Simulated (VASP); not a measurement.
# TiCo3 (Pm-3m) in VASP: a series of runs

The runs below take TiCo3 through equation of state, with LDA.

Everything below comes from runs of VASP 6.6.1. Logs are shortened: lines on timing, memory, paths and dates and some standing lists are left out, and cuts for length are marked.

## Step 1: Starting point

The structure is cubic, space group Pm-3m (No. 221). Conventional cell: a = 3.488 Å, b = 3.488 Å, c = 3.488 Å, α = 90.00°, β = 90.00°, γ = 90.00°. Co (site symmetry 4/mmm) is surrounded by 8 Co at 2.47 Å and 4 Ti at 2.47 Å. Ti (site symmetry m-3m) has 12 Co at 2.47 Å as nearest neighbours.

## Step 2: Equation of state, LDA, collinear spin, ferromagnetic start, 10.18 Å³/atom (a relaxed cell with its volume scaled by 0.96)

Input file INCAR:

```
SYSTEM = TiCo3
ALGO = Normal ; EDIFF = 1E-6
ENCUT = 520 ; ISIF = 2
ISMEAR = -1 ; ISPIN = 2
KPAR = 2 ; LASPH = .TRUE.
LCHARG = .FALSE. ; LMAXMIX = 4
LORBIT = 11 ; LREAL = .FALSE.
LWAVE = .FALSE. ; MAGMOM = 2 2 2 1
NELM = 120 ; PREC = Accurate
SIGMA = 0.05
```

Input file KPOINTS:

```
k-points
0
G
  8 8 8
  0 0 0
```

Input file POSCAR:

```
TiCo3                                   
1.0
    3.4403842293      0.0000000000      0.0000000000
    0.0000000000      3.4403842293      0.0000000000
    0.0000000000     -0.0000000000      3.4403842293
  Co              Ti            
     3     1
Direct
     0.5000000000000000    0.5000000000000000    0.0000000000000000
     0.5000000000000000    0.0000000000000000    0.5000000000000000
     0.0000000000000000    0.5000000000000000    0.5000000000000000
     0.0000000000000000    0.0000000000000000    0.0000000000000000
```

Potentials or basis: VASP PAW LDA potentials, release 64 (Co, Ti_sv).

Launch:

```
$ cat potpaw_LDA.64/Co/POTCAR potpaw_LDA.64/Ti_sv/POTCAR > POTCAR
$ mpirun -np 2 vasp_std > vasp.out
```

OUTCAR:

```text
SYSTEM = TiCo3
   EDIFF = 1E-6
   ENCUT = 520
   ISIF = 2
   ISMEAR = -1
   ISPIN = 2
   LASPH = .TRUE.
   LORBIT = 11
   LREAL = .FALSE.
   NELM = 120
   PREC = Accurate

 ion  position               nearest neighbor table
   1  0.500  0.500  0.000-   2 2.43   3 2.43   4 2.43   2 2.43   3 2.43   2 2.43   4 2.43   2 2.43
                             3 2.43   4 2.43   3 2.43   4 2.43
   2  0.500  0.000  0.500-   1 2.43   3 2.43   4 2.43   1 2.43   4 2.43   1 2.43   3 2.43   1 2.43
                             3 2.43   4 2.43   4 2.43   3 2.43
   3  0.000  0.500  0.500-   1 2.43   2 2.43   4 2.43   1 2.43   4 2.43   2 2.43   4 2.43   4 2.43
                             1 2.43   2 2.43   1 2.43   2 2.43
   4  0.000  0.000  0.000-   1 2.43   2 2.43   3 2.43   2 2.43   3 2.43   1 2.43   3 2.43   3 2.43
                             1 2.43   2 2.43   2 2.43   1 2.43

  LATTYP: Found a simple cubic cell.
 ALAT       =     3.4403842293

  Lattice vectors:

 A1 = (   3.4403842293,   0.0000000000,   0.0000000000)
 A2 = (   0.0000000000,   3.4403842293,   0.0000000000)
 A3 = (   0.0000000000,   0.0000000000,   3.4403842293)

Analysis of symmetry for initial positions (statically):
=====================================================================
 Subroutine PRICEL returns:
 Original cell was already a primitive cell.

 Routine SETGRP: Setting up the symmetry group for a
 simple cubic supercell.

 Subroutine GETGRP returns: Found 48 space group operations
 (whereof 48 operations were pure point group operations)
 out of a pool of 48 trial point group operations.

The static configuration has the point symmetry O_h .

Analysis of symmetry for dynamics (positions and initial velocities):
=====================================================================
 Subroutine PRICEL returns:
 Original cell was already a primitive cell.

 Routine SETGRP: Setting up the symmetry group for a
 simple cubic supercell.

 Subroutine GETGRP returns: Found 48 space group operations
 (whereof 48 operations were pure point group operations)
 out of a pool of 48 trial point group operations.

The dynamic configuration has the point symmetry O_h .

Analysis of structural, dynamic, and magnetic symmetry:
=====================================================================
 Subroutine PRICEL returns:
 Original cell was already a primitive cell.

 Routine SETGRP: Setting up the symmetry group for a
 simple cubic supercell.

 Subroutine GETGRP returns: Found 48 space group operations
 (whereof 48 operations were pure point group operations)
[... 135 lines left out ...]
   LEPSILON=     F    determine dielectric tensor
   LRPA    =     F    only Hartree local field effects (RPA)
 spin polarized calculation
  energy-cutoff  :      520.00
  volume of cell :       40.72
 maximum number of plane-waves:      1110
 NGX is ok and might be reduce to    28
   NGX = 13   NGY = 13   NGZ = 13

 number of electron      39.0000003 magnetization       0.0024320

 Free energy of the ion-electron system (eV)
  ---------------------------------------------------
  ext. energy  EPLUGINS =         0.00000000
  ---------------------------------------------------
  free energy    TOTEN  =       -34.36223754 eV

  energy without entropy =      -34.32262172  energy(sigma->0) =      -34.34242963

 E-fermi :  11.7249     XC(G=0): -14.2647

 val. band max:       11.7108365010   @ k =   0.5000   0.3750   0.1250
 cond. band min:      11.7430568878   @ k =   0.3750   0.1250   0.0000
 fundamental gap:      0.0322203868
 Fermi energy:        11.7248590556

 spin component 1

 k-point     1 :       0.0000    0.0000    0.0000
  band No.  band energies     occupation
      1     -43.7800      1.00000
      2     -20.4497      1.00000
      3     -20.4497      1.00000
      4     -20.4497      1.00000
      5       3.2589      1.00000
      6       6.7355      1.00000
[... 709 lines left out ...]
     26      14.7636      0.00000
     27      17.3013      0.00000

 [... further k-points ...]

 spin component 2

 k-point     1 :       0.0000    0.0000    0.0000
  band No.  band energies     occupation
      1     -43.7802      1.00000
      2     -20.4500      1.00000
      3     -20.4500      1.00000
      4     -20.4500      1.00000
      5       3.2590      1.00000
      6       6.7359      1.00000
[... 709 lines left out ...]
     26      14.7636      0.00000
     27      17.3015      0.00000

 [... further k-points ...]

------------------------ aborting loop because EDIFF is reached ----------------------------------------

  FORCE on cell =-STRESS in cart. coord.  units (eV):
  Direction    XX          YY          ZZ          XY          YZ          ZX
  --------------------------------------------------------------------------------------
  -------------------------------------------------------------------------------------
  Total        2.9693615      2.9693615      2.9693615      0.0000000     -0.0000000      0.0000000
  in kB      116.8295784    116.8295784    116.8295784      0.0000000     -0.0000000      0.0000000
  external PRESSURE =     116.8295784 kB  Pullay stress =       0.0000000 kB

 VOLUME and BASIS-vectors are now :
 -----------------------------------------------------------------------------
  energy-cutoff  :      520.00
  volume of cell :       40.72
      direct lattice vectors                 reciprocal lattice vectors
     3.440384229  0.000000000  0.000000000     0.290665209  0.000000000  0.000000000
     0.000000000  3.440384229  0.000000000     0.000000000  0.290665209  0.000000000
     0.000000000  0.000000000  3.440384229     0.000000000  0.000000000  0.290665209

 POSITION                                       TOTAL-FORCE (eV/Angst)
 -----------------------------------------------------------------------------------
      1.72019      1.72019      0.00000         0.000000      0.000000      0.000000
      1.72019      0.00000      1.72019         0.000000      0.000000      0.000000
      0.00000      1.72019      1.72019         0.000000      0.000000      0.000000
      0.00000      0.00000      0.00000         0.000000      0.000000      0.000000
 -----------------------------------------------------------------------------------
    total drift:                                0.000000      0.000000      0.000000

  FREE ENERGIE OF THE ION-ELECTRON SYSTEM (eV)
  ---------------------------------------------------
  free  energy   TOTEN  =       -34.3622375357 eV

  energy  without entropy=      -34.3226217194  energy(sigma->0) =      -34.34242963

 total charge

# of ion       s       p       d       tot
------------------------------------------
    1        0.566   0.605   7.438   8.609
    2        0.566   0.605   7.438   8.609
    3        0.566   0.605   7.438   8.609
    4        2.301   6.242   2.116  10.658
--------------------------------------------------
tot          3.999   8.056  24.429  36.484

 magnetization (x)

# of ion       s       p       d       tot
------------------------------------------
    1       -0.000  -0.000   0.001   0.001
    2       -0.000  -0.000   0.001   0.001
    3       -0.000  -0.000   0.001   0.001
    4       -0.000  -0.000  -0.000  -0.000
--------------------------------------------------
tot         -0.000  -0.000   0.002   0.002
```

OSZICAR:

```text
N       E                     dE             d eps       ncg     rms          rms(c)
DAV:   1     0.320469339326E+03    0.32047E+03   -0.17901E+04  3788   0.201E+03
DAV:   2    -0.124489359459E+02   -0.33292E+03   -0.32216E+03  3789   0.427E+02
DAV:   3    -0.367279307357E+02   -0.24279E+02   -0.23320E+02  4814   0.137E+02
DAV:   4    -0.378452403010E+02   -0.11173E+01   -0.11077E+01  5131   0.254E+01
DAV:   5    -0.378708925375E+02   -0.25652E-01   -0.25640E-01  4720   0.381E+00    0.268E+01
DAV:   6    -0.383347196971E+02   -0.46383E+00   -0.45094E+01  4046   0.887E+01    0.179E+01
DAV:   7    -0.353689305085E+02    0.29658E+01   -0.36026E+01  4902   0.603E+01    0.117E+01
DAV:   8    -0.343945519342E+02    0.97438E+00   -0.37521E+00  5458   0.233E+01    0.379E+00
DAV:   9    -0.343640376642E+02    0.30514E-01   -0.19777E-01  4769   0.461E+00    0.215E+00
DAV:  10    -0.343609201274E+02    0.31175E-02   -0.12299E-01  5025   0.325E+00    0.132E+00
DAV:  11    -0.343630300573E+02   -0.21099E-02   -0.13490E-02  5128   0.113E+00    0.512E-01
DAV:  12    -0.343620793344E+02    0.95072E-03   -0.76466E-03  4968   0.924E-01    0.133E-01
DAV:  13    -0.343620640706E+02    0.15264E-04   -0.67492E-04  4669   0.229E-01    0.919E-02
DAV:  14    -0.343621290337E+02   -0.64963E-04   -0.11607E-04  5395   0.114E-01    0.667E-02
DAV:  15    -0.343622019080E+02   -0.72874E-04   -0.19777E-04  5054   0.154E-01    0.327E-02
DAV:  16    -0.343622295850E+02   -0.27677E-04   -0.88993E-05  5210   0.906E-02    0.191E-02
DAV:  17    -0.343622373822E+02   -0.77972E-05   -0.49447E-05  5217   0.732E-02    0.552E-03
DAV:  18    -0.343622375357E+02   -0.15350E-06   -0.40089E-06  4068   0.186E-02
   1 F= -.34362238E+02 E0= -.34342430E+02  d E =-.396158E-01  mag=    -0.0011
```

stdout:

```text
POSCAR found type information on POSCAR CoTi
 POSCAR found :  2 types and       4 ions
 scaLAPACK will be used
 LDA part: xc-table for (Slater(with rela. corr.)+CA(PZ))
 , standard interpolation
 POSCAR, INCAR and KPOINTS ok, starting setup
 FFT: planning ... GRIDC
 FFT: planning ... GRID_SOFT
 FFT: planning ... GRID
 WAVECAR not read
 entering main loop
```

Wall time 27 s (2 MPI ranks of Intel Xeon 6975P-C (Granite Rapids), shared host); peak memory 0.18 GiB.

What came out:

| Quantity | Value |
| --- | --- |
| Free energy | -34.3622 eV |
| Pressure | 11.7 GPa |
| Band gap on the k mesh | none (metal or under the smearing width) |
| Net moment | 0.00 μB per cell |
| Valence electrons inside the program's atomic spheres | Co 8.61; Ti 10.66 |

Caveat: the starting moments collapsed, and a magnetic state may lie lower.

## Step 3: Equation of state, LDA, collinear spin, ferromagnetic start, 10.39 Å³/atom (a relaxed cell with its volume scaled by 0.98)

INCAR is that of step 2.

KPOINTS is that of step 2.

POSCAR: that of step 2 with these lines changed.

```diff
@@ -2,5 +2,5 @@
 1.0
-    3.4403842293      0.0000000000      0.0000000000
-    0.0000000000      3.4403842293      0.0000000000
-    0.0000000000     -0.0000000000      3.4403842293
+    3.4641117669      0.0000000000      0.0000000000
+    0.0000000000      3.4641117669      0.0000000000
+    0.0000000000     -0.0000000000      3.4641117669
   Co              Ti
```

Potentials or basis: VASP PAW LDA potentials, release 64 (Co, Ti_sv).

Launch:

```
$ cat potpaw_LDA.64/Co/POTCAR potpaw_LDA.64/Ti_sv/POTCAR > POTCAR
$ mpirun -np 2 vasp_std > vasp.out
```

Run time: 28 s. Hardware: 2 MPI ranks of Intel Xeon 6975P-C (Granite Rapids), shared host; peak memory 0.18 GiB.

Results (log left out):

| Item | Value |
| --- | --- |
| Free energy | -34.4075 eV |
| Pressure | 5.5 GPa |
| Band gap on the k mesh | none (metal or under the smearing width) |
| Net moment | 0.00 μB per cell |
| Valence electrons inside the program's atomic spheres | Co 8.56; Ti 10.61 |

Caveat: the starting moments collapsed, and a magnetic state may lie lower.

## Step 4: Equation of state, LDA, collinear spin, ferromagnetic start, 10.60 Å³/atom

INCAR is that of step 3.

KPOINTS is that of step 3.

POSCAR: that of step 3 with these lines changed.

```diff
@@ -2,5 +2,5 @@
 1.0
-    3.4641117669      0.0000000000      0.0000000000
-    0.0000000000      3.4641117669      0.0000000000
-    0.0000000000     -0.0000000000      3.4641117669
+    3.4875186375      0.0000000000      0.0000000000
+    0.0000000000      3.4875186375      0.0000000000
+    0.0000000000     -0.0000000000      3.4875186375
   Co              Ti
```

Launch:

```
$ cat potpaw_LDA.64/Co/POTCAR potpaw_LDA.64/Ti_sv/POTCAR > POTCAR
$ mpirun -np 2 vasp_std > vasp.out
```

Wall time 35 s (2 MPI ranks of Intel Xeon 6975P-C (Granite Rapids), shared host); peak memory 0.18 GiB.

The run converged. Its results:

```yaml
Free_energy: -34.4220 eV
Pressure: 0.0 GPa
Band_gap_on_the_k_mesh: none (metal or under the smearing width)
Net_moment: 0.00 μB per cell
Valence_electrons_inside_the_program's_atomic_spheres: Co 8.52; Ti 10.57
```

Caveat: the starting moments collapsed, and a magnetic state may lie lower.

## Step 5: Equation of state, LDA, collinear spin, ferromagnetic start, 10.82 Å³/atom (a relaxed cell with its volume scaled by 1.02)

INCAR is that of step 4.

KPOINTS is that of step 4.

POSCAR: that of step 4 with these lines changed.

```diff
@@ -2,5 +2,5 @@
 1.0
-    3.4875186375      0.0000000000      0.0000000000
-    0.0000000000      3.4875186375      0.0000000000
-    0.0000000000     -0.0000000000      3.4875186375
+    3.5106154606      0.0000000000      0.0000000000
+    0.0000000000      3.5106154606      0.0000000000
+    0.0000000000     -0.0000000000      3.5106154606
   Co              Ti
```

Launch:

```
$ cat potpaw_LDA.64/Co/POTCAR potpaw_LDA.64/Ti_sv/POTCAR > POTCAR
$ mpirun -np 2 vasp_std > vasp.out
```

Wall time 32 s (2 MPI ranks of Intel Xeon 6975P-C (Granite Rapids), shared host); peak memory 0.18 GiB.

The run converged. Its results:

| Property | Result |
| --- | --- |
| Free energy | -34.4089 eV |
| Pressure | -5.0 GPa |
| Band gap on the k mesh | none (metal or under the smearing width) |
| Net moment | 0.00 μB per cell |
| Valence electrons inside the program's atomic spheres | Co 8.48; Ti 10.53 |

Caveat: the starting moments collapsed, and a magnetic state may lie lower.

## Step 6: Equation of state, LDA, collinear spin, ferromagnetic start, 11.03 Å³/atom (a relaxed cell with its volume scaled by 1.04)

INCAR is that of step 5.

KPOINTS is that of step 5.

POSCAR: that of step 5 with these lines changed.

```diff
@@ -2,5 +2,5 @@
 1.0
-    3.5106154606      0.0000000000      0.0000000000
-    0.0000000000      3.5106154606      0.0000000000
-    0.0000000000     -0.0000000000      3.5106154606
+    3.5334123036      0.0000000000      0.0000000000
+    0.0000000000      3.5334123036      0.0000000000
+    0.0000000000     -0.0000000000      3.5334123036
   Co              Ti
```

Potentials or basis: VASP PAW LDA potentials, release 64 (Co, Ti_sv).

Launch:

```
$ cat potpaw_LDA.64/Co/POTCAR potpaw_LDA.64/Ti_sv/POTCAR > POTCAR
$ mpirun -np 2 vasp_std > vasp.out
```

Run time: 34 s. Hardware: 2 MPI ranks of Intel Xeon 6975P-C (Granite Rapids), shared host; peak memory 0.18 GiB.

Results (log left out):

```
Free energy                                           : -34.3712 eV
Pressure                                              : -9.3 GPa
Band gap on the k mesh                                : none (metal or under the smearing width)
Net moment                                            : 0.00 μB per cell
Valence electrons inside the program's atomic spheres : Co 8.44; Ti 10.49
```

Caveat: the starting moments collapsed, and a magnetic state may lie lower.

## Step 7: Equation of state, LDA, collinear spin, ferromagnetic start

No new run: the results of the series are fitted here.

What came out:

```
Equilibrium volume                      : 10.61 Å³/atom
Bulk modulus                            : 260 GPa
Pressure derivative of the bulk modulus : 4.5 (rough: it moves with the points fitted)
```

Energy against volume, from the lowest point:
| volume (Å³/atom) | energy (meV/atom) |
| --- | --- |
| 10.180 | 14.93 |
| 10.392 | 3.62 |
| 10.604 | 0.00 |
| 10.817 | 3.26 |
| 11.029 | 12.70 |
